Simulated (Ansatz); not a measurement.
Input of an Ansatz 0.2.0 run:

Contents of input.yaml:

```yaml
crystal:
  lattice:
    - [1.58, 0.9122134253, 6.15]
    - [-1.58, 0.9122134253, 6.15]
    - [0.0, -1.8244268506, 6.15]
  atoms:
    - { symbol: Mo, position: [0.0, 0.0, 0.0] }
    - { symbol: S, position: [0.417, 0.417, 0.417] }
    - { symbol: S, position: [0.25, 0.25, 0.25] }
hamiltonian:
  xc: rpbe
  pseudopotentials: { kind: paw }
kpoints:
  mp_grid: { grid: [6, 6, 6] }
  band_path:
    path:
      - [[0.0, 0.0, 0.0], [0.5, 0.0, 0.0], [0.5, 0.181334009, -0.181334009]]
      - [[0.818665991, 0.5, 0.181334009], [0.5, 0.5, 0.5], [0.0, 0.0, 0.0], [0.3406670045, 0.0, -0.3406670045]]
      - [[0.6593329955, 0.3406670045, 0.0], [0.5, 0.5, 0.0], [0.6593329955, 0.6593329955, 0.181334009], [0.5, 0.5, 0.5]]
      - [[0.5, 0.0, 0.0], [0.818665991, 0.3406670045, 0.3406670045]]
    npoints: 14
scf:
  occupations: { method: fermi_dirac, width: 0.05 }
  n_extra_bands: 7
output:
  forces: true
  stress: true
  eigenvalues: true
  fatbands: false
  write_density: true
  write_potential: true
  elf: true
  volumetric_format: npy
```

Potentials or basis: Ansatz PAW.

Launch:

```console
$ ansatz run input.yaml --threads 2 --pin off --max-ram 5632MiB --backend cpu --events-out ev --progress --plain --runs-dir out
```

**Question.** Estimate the band gap along the path.

**Answer.** 0.94 eV, indirect (least direct gap 1.71 eV).

**Question.** What does it give for the pressure?

**Answer.** 8.1 GPa.

Stress tensor (GPa, compression positive):
```
7.21 0.00 0.00
0.00 7.21 0.00
0.00 0.00 9.77
```

Caveat: the PAW data sets come from PBE, with cores solved anew for the run's functional, which leaves a small shift of forces and pressure. Expect the measured gap to be larger: semilocal functionals such as RPBE lack the derivative discontinuity.
